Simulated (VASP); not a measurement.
Here is a VASP 6.6.1 calculation.

The input POSCAR:

```
C
1.0
    2.5221000000      0.0000000000      0.0000000000
   -1.2610500000      2.1842026709      0.0000000000
    0.0000000000      0.0000000000     16.4743000000
C
16
Direct
    0.0000000000      0.0000000000      0.0467224833
    0.0000000000      0.0000000000      0.5467224833
    0.0000000000      0.0000000000      0.4532775167
    0.0000000000      0.0000000000      0.9532775167
    0.3333333333      0.6666666667      0.0778583723
    0.6666666667      0.3333333333      0.5778583723
    0.3333333333      0.6666666667      0.4221416277
    0.6666666667      0.3333333333      0.9221416277
    0.3333333333      0.6666666667      0.1712256118
    0.6666666667      0.3333333333      0.6712256118
    0.3333333333      0.6666666667      0.3287743882
    0.6666666667      0.3333333333      0.8287743882
    0.3333333333      0.6666666667      0.7974264217
    0.6666666667      0.3333333333      0.2974264217
    0.3333333333      0.6666666667      0.7025735783
    0.6666666667      0.3333333333      0.2025735783
```

File INCAR.step1:

```
  ALGO = Normal
  EDIFF = 1E-4
  ENCUT = 520
  GGA = PE
  ISMEAR = -1
  LASPH = True
  LCHARG = False
  LREAL = Auto
  LWAVE = True
  NBANDS = 46
  NELM = 80
  PREC = Accurate
  SIGMA = 0.05
```

The input INCAR.step2:

```
  ALGO = Normal
  EDIFF = 1E-8
  ENCUT = 520
  ISIF = 2
  ISMEAR = -1
  ISTART = 1
  LASPH = True
  LCHARG = False
  LEFG = True
  LMIXTAU = True
  LREAL = Auto
  LWAVE = False
  METAGGA = R2SCAN
  NBANDS = 46
  NELM = 80
  PREC = Accurate
  SIGMA = 0.05
```

The input KPOINTS:

```
k-points
0
Gamma
  15 15 2
```

Potentials or basis: VASP PAW PBE potentials, release 64 (C).

Launch:

```bash
$ cat potpaw_PBE.64/C/POTCAR > POTCAR
$ cp INCAR.step1 INCAR
$ mpirun -np 1 vasp_std > vasp.out
$ cp INCAR.step2 INCAR
$ mpirun -np 1 vasp_std > vasp.out
```

Problem. What does it give for the pressure?

Solution. -1.0 GPa.

Problem. Estimate the band gap on the k mesh.

Solution. 4.59 eV, indirect (least direct gap 5.62 eV).

Problem. What does it give for the largest force?

Solution. 0.014 eV/Å.

Forces in eV/Å, atoms in the order of the input:
```
C    0.000  0.000 -0.014
C    0.000  0.000 -0.014
C    0.000  0.000  0.014
C    0.000  0.000  0.014
C    0.000  0.000  0.008
C    0.000  0.000  0.008
C    0.000  0.000 -0.008
C    0.000  0.000 -0.008
C    0.000  0.000 -0.009
C    0.000  0.000 -0.009
C    0.000  0.000  0.009
C    0.000  0.000  0.009
C    0.000  0.000  0.005
C    0.000  0.000  0.005
C    0.000  0.000 -0.005
C    0.000  0.000 -0.005
```

Caveat: the PAW data sets were made with another functional, which shifts forces and pressure a little; an odd mesh through Γ misses points on the zone boundary, where band edges often lie. r2SCAN opens gaps a little over a GGA but as a rule still falls short of measured ones.
